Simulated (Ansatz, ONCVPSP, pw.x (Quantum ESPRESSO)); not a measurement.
## What a changed setting does to a pw.x run (diamond H)

Potential: optimised norm-conserving Vanderbilt (ONCV), ONCVPSP 4.0.1, PBE; core none, reference 1s0.5; waves: 1s: rc 1.20 bohr, ncon 3, nbas 7, qcut 5.5 1/bohr, 1 projector; p scattering state at 0.08 Ha: rc 1.25 bohr, ncon 5, nbas 8, qcut 7.7 1/bohr, 1 projector; local part: polynomial inside 0.80 bohr (lpopt 4, dvloc0 -1 Ha); core correction: none.

The reference run (k-mesh 15³, cutoffs 75/300 Ry, Fermi–Dirac 0.01 Ry, mixing_beta 0.4, conv_thr 1e-9, no spin) gives -1.02 GPa at 3.427 Å³/atom, where all-electron LAPW gives -0.21 GPa. This run, with its own iteration cap, changes smearing to gauss.

```
&control
  calculation='scf', prefix='x', pseudo_dir='./', outdir='./tmp', tstress=.true., disk_io='none'
/
&system
  ibrav=0, nat=2, ntyp=1, ecutwfc=75, ecutrho=300, nbnd=8,
  occupations='smearing', smearing='gauss', degauss=0.01
/
&electrons
  conv_thr=1e-09, mixing_beta=0.4, electron_maxstep=60
/
ATOMIC_SPECIES
H 1.0 H.UPF
CELL_PARAMETERS angstrom
  0.00000000 1.50766447 1.50766447
  1.50766447 0.00000000 1.50766447
  1.50766447 1.50766447 0.00000000
ATOMIC_POSITIONS crystal
H 0.0000 0.0000 0.0000
H 0.2500 0.2500 0.2500
K_POINTS automatic
15 15 15 0 0 0
```

```bash
pw.x < H.scf.in > H.scf.out
```

How does the run end?

It converges in 5 iterations; the free energy moves by +1.0 meV/atom and the pressure by -0.01 GPa. Gaussian smearing of the same width is narrower in effect than Fermi–Dirac, so its quadratic term in F is smaller.

```
Message from routine setup:
     using ibrav=0 with symmetry is DISCOURAGED, use correct ibrav instead
     lattice parameter (alat)  =       4.0292  a.u.
     unit-cell volume          =      46.2531 (a.u.)^3
     number of electrons       =         2.00
     number of Kohn-Sham states=            8
     kinetic-energy cutoff     =      75.0000  Ry
     charge density cutoff     =     300.0000  Ry
     scf convergence threshold =      1.0E-09
     Exchange-correlation= PBE
     number of k points=   120  Gaussian smearing, width (Ry)=  0.0100
     iteration #  1     ecut=    75.00 Ry     beta= 0.40
     total energy              =      -2.21892775 Ry
     estimated scf accuracy    <       0.00027268 Ry
     iteration #  2     ecut=    75.00 Ry     beta= 0.40
     total energy              =      -2.21918786 Ry
     estimated scf accuracy    <       0.00010848 Ry
     iteration #  3     ecut=    75.00 Ry     beta= 0.40
     total energy              =      -2.21921317 Ry
     estimated scf accuracy    <       0.00000013 Ry
     iteration #  4     ecut=    75.00 Ry     beta= 0.40
     total energy              =      -2.21921324 Ry
     estimated scf accuracy    <       0.00000002 Ry
     iteration #  5     ecut=    75.00 Ry     beta= 0.40
     the Fermi energy is     2.4495 ev
!    total energy              =      -2.21921325 Ry
     estimated scf accuracy    <          2.2E-11 Ry
     smearing contrib. (-TS)   =      -0.00006770 Ry
     The total energy is F=E-TS. E is the sum of the following terms:
     one-electron contribution =       0.89107504 Ry
     hartree contribution      =       0.12464542 Ry
     xc contribution           =      -1.34414639 Ry
     ewald contribution        =      -1.89071962 Ry
     convergence has been achieved in   5 iterations
          total   stress  (Ry/bohr**3)                   (kbar)     P=      -10.33
     Message from routine punch:
     Nothing written, as per user request (disk_io='none')
```

The run took about 3.4 s on one core of a shared server CPU.
